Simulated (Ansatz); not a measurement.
## W2C under changes of volume

One of the cells (12.729 Å³/atom); the others are scaled copies at fixed shape and fractional positions:

```
CELL_PARAMETERS angstrom
3.07005 0.00000 0.00000
-1.53502 2.65874 0.00000
0.00000 0.00000 4.67843
ATOMIC_POSITIONS crystal
W 0.66667 0.33333 0.25367
W 0.33333 0.66667 0.74633
C 0.00000 0.00000 0.00000
```

The cell comes from a database or a generator and needn't be the stable form of this composition.

- Program: Ansatz 0.2.0
- Functional: PBE
- Potentials or basis: all-electron LAPW, scalar-relativistic
- Cutoff: 358 eV (chosen from the basis error)
- Basis error allowed: 0.001 eV/atom
- k mesh: 10 × 10 × 6
- Occupations: fermi-dirac, width 0.05 eV
- Spin: no spin polarisation

```tsv
volume (Å³/atom)	energy over the lowest point (meV/atom)	pressure (GPa)	largest force (eV/Å)
11.965	?	?	?
12.220	16.79	12.9	0.381
12.475	2.61	5.2	0.187
12.729	0.00	-1.7	0.009
12.984	7.80	-7.9	0.156
13.238	24.94	-13.5	0.309
13.493	50.49	-18.5	0.450
```

Question: What does the run at 11.965 Å³/atom give?

Answer: Energy over the lowest point 43.84 meV/atom; pressure 21.4 GPa; largest force 0.591 eV/Å.

Worked out: A Birch-Murnaghan fit of order 3 (a polynomial in V^(-2/3)) to the other rows has its minimum at 12.66 Å³/atom with B0 = V·E''(V) = 335 GPa and B' = 4.3 at fixed shape and positions, which overstates the stiffness. It gives 43.93 meV/atom at 11.965 Å³/atom, against the run's 43.84, and -dE/dV = 21.4 GPa, against 21.4.

Energies are extrapolated to zero smearing.
